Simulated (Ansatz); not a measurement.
# Si3N4 under strain — 14N nuclear quadrupole resonance

Cell: an entry of the Crystallography Open Database (COD), relaxed with PBE at fixed cell and then changed (z stretched by 2 %, ions relaxed).

```
Si N
1.0
     7.59500    0.00000    0.00000
    -3.79750    6.57746    0.00000
     0.00000    0.00000    2.96035
Si N
6 8
Direct
  0.76859 0.17386 0.32563
  0.59473 0.76859 0.82563
  0.82614 0.59473 0.32563
  0.23141 0.82614 0.82563
  0.40527 0.23141 0.32563
  0.17386 0.40527 0.82563
  0.03159 0.32974 0.32563
  0.70185 0.03159 0.82563
  0.67026 0.70185 0.32563
  0.96841 0.67026 0.82563
  0.29815 0.96841 0.32563
  0.32974 0.29815 0.82563
  0.33333 0.66667 0.82563
  0.66667 0.33333 0.32563
```

Sites (sets of like atoms) are named by element and the number of their first atom in this list.

Level of theory: DFT, PBE, plane waves and PAW, scalar-relativistic, 420 eV cutoff, Γ-centred 4×4×10 k-points, Fermi–Dirac smearing 0.02 eV (Ansatz 0.2.0).

14N: I = 1, Q = 20.44 mb (year-2017 value). Static lattice, zero field.

Problem. At which frequencies do the 14N NQR lines lie?

Solution. For I = 1 the lines are ν± = (3/4)|C_Q|(1 ± η/3) and ν₀ = |C_Q|η/2.

| site | atoms | V_zz (10²¹ V/m²) | C_Q (MHz) | η | line frequencies (MHz) |
| --- | --- | --- | --- | --- | --- |
| N7 | 7, 8, 9, 10, 11, 12 | -5.13 | -2.53 | 0.20 | 0.251, 1.78, 2.03 |
| N13 | 13, 14 | -4.92 | -2.43 | 0.00 | 1.82 |

An axis of threefold or higher order runs through N13, so V_zz lies along it and η is zero. At N7 V_zz stands upright on the plane through its three neighbours (within 3°).
